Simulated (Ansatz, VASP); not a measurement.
# One calculation of Pd, two programs

```
Pd
1.0
     0.00000    1.91952    1.91952
     1.91952    0.00000    1.91952
     1.91952    1.91952    0.00000
Pd
1
Direct
  0.00000 0.00000 0.00000
```

Alike in both runs: functional LDA; k mesh 18 × 18 × 18; occupations gaussian, width 0.1 eV; no spin polarisation.

Ansatz relaxed the structure, and its values are those at the end. VASP's run is a single point on that final structure, the one shown.

|  | VASP | Ansatz |
| --- | --- | --- |
| version | VASP 6.6.1 | Ansatz 0.2.0 |
| potentials or method | VASP PAW LDA potentials, release 64 (Pd) | scalar-relativistic, plane waves, PAW |
| plane-wave cutoff (eV) | 520 | 420 |
| valence electrons in the cell | 10 | 18 |

```csv
,VASP,Ansatz,Ansatz less VASP
gap on the k mesh at the Fermi level (eV),none,none,-
pressure (GPa),0.3,0.0,-0.28
```

A gap of «none» marks a metal or a gap that the smearing closes. The two sets of potentials don't hold the same shells in valence.
